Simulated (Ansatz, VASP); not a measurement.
One calculation of AlN, two programs

INCAR

```
SYSTEM = AlN
PREC = Accurate ; ENCUT = 520
EDIFF = 1E-6 ; ISMEAR = 0
SIGMA = 0.01 ; LREAL = .FALSE.
LASPH = .TRUE. ; NELM = 80
ALGO = Normal ; ISIF = 2
LWAVE = .FALSE. ; LCHARG = .FALSE.
NBANDS = 11
```

KPOINTS

```
Automatic mesh
0
G
  10 10 10
  0 0 0
```

File POSCAR:

```
AlN
1.0
    2.1397308237      2.1397308237      0.0000000000
   -2.1397308237      2.1397308237      0.0000000000
    0.0000000000      2.1397308237      2.1397308237
Al N
1 1
Direct
    0.0000000000      0.0000000000      0.0000000000
    0.2500000000      0.7500000000      0.5000000000
```

Input for Ansatz:

```yaml
crystal:
  lattice:
    - [2.13973082369, 2.13973082369, 0.0]
    - [-2.13973082369, 2.13973082369, 0.0]
    - [0.0, 2.13973082369, 2.13973082369]
  atoms:
    - { symbol: Al, position: [0.0, 0.0, 0.0] }
    - { symbol: "N", position: [0.25, 0.75, 0.5] }
kpoints:
  mp_grid: { grid: [10, 10, 10] }
scf:
  occupations: { method: fixed }
  convergence: { dr2_threshold: 1.0e-10 }
hamiltonian:
  xc: lda
  pseudopotentials: { kind: all_electron, lapw: { basis_error: 0.0005 } }
output:
  forces: true
  stress: true
  eigenstates:
    kpoints:
      - [0.0, 0.0, 0.0]
      - [-0.5, 0.5, 0.0]
      - [-0.5, -0.5, -0.5]
      - [0.0, 0.0, -0.5]
      - [0.0, -0.5, -0.5]
      - [0.0, 0.5, 0.0]
      - [-0.5, 0.0, 0.0]
      - [-0.5, 0.0, -0.5]
  eigenvalues: true
```

Alike in both runs: task single point; functional LDA; k mesh 10 × 10 × 10; no spin polarisation.

```csv
,VASP,Ansatz
version,VASP 6.6.1,Ansatz 0.2.0
potentials or method,"VASP PAW LDA potentials, release 64 (Al, N)","all-electron LAPW, scalar-relativistic"
plane-wave cutoff (eV),520,see its input
occupations,"gaussian, width 0.01 eV",fixed
```

VASP gave:

* gap on the k mesh at the Fermi level (eV): 3.25
* pressure (GPa): 10.8

Q: Estimate Ansatz's values.

A: gap on the k mesh at the Fermi level (eV): 3.26; pressure (GPa): 10.0.

Ansatz ran all-electron here, so the differences hold the error of VASP's frozen core and of both bases.

A k mesh can miss the band edges.
